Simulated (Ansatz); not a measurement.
Crystal: ZnSe (Stilleite).

```
Se Zn
1.0
     0.00000    2.83380    2.83380
     2.83380    0.00000    2.83380
     2.83380    2.83380    0.00000
Se Zn
1 1
Direct
  0.75000 0.75000 0.75000
  0.00000 0.00000 0.00000
```

| Item | Value |
| --- | --- |
| Program | Ansatz 0.2.0 |
| Task | relaxation of cell and atoms |
| Functional | revPBE |
| Potentials or basis | Ansatz PAW |
| Cutoff | 420 eV (not typed: the program's choice for these potentials) |
| k mesh | 8 × 8 × 8 |
| Occupations | fermi-dirac, width 0.05 eV |
| Spin | no spin polarisation |

At the start: volume 22.76 Å³/atom.

Question: Where does the relaxation end?

Answer: It ends after 5 steps and the volume is 24.23 Å³/atom (+6.5 %); space group F-43m (No. 216, to 0.05 Å).

Step by step:
```
step  energy change (eV)  largest force (eV/Å)  volume (Å³)
   1              0.0000                0.0000        45.51
   2             -0.0290                0.0000        47.59
   3             -0.0313                0.0000        48.36
   4             -0.0313                0.0000        48.45
   5             -0.0323                0.0000        48.45
```

Final structure:
```
Se Zn
1.0
     0.00000    2.89350    2.89350
     2.89350    0.00000    2.89350
     2.89350    2.89350    0.00000
Se Zn
1 1
Direct
  0.75000 0.75000 0.75000
  0.00000 0.00000 0.00000
```

Caveat: the plane-wave basis is chosen anew once the cell has moved, so the energies of steps on either side of that aren't comparable; the PAW data sets come from PBE, with cores solved anew for the run's functional, which leaves a small shift of forces and pressure.
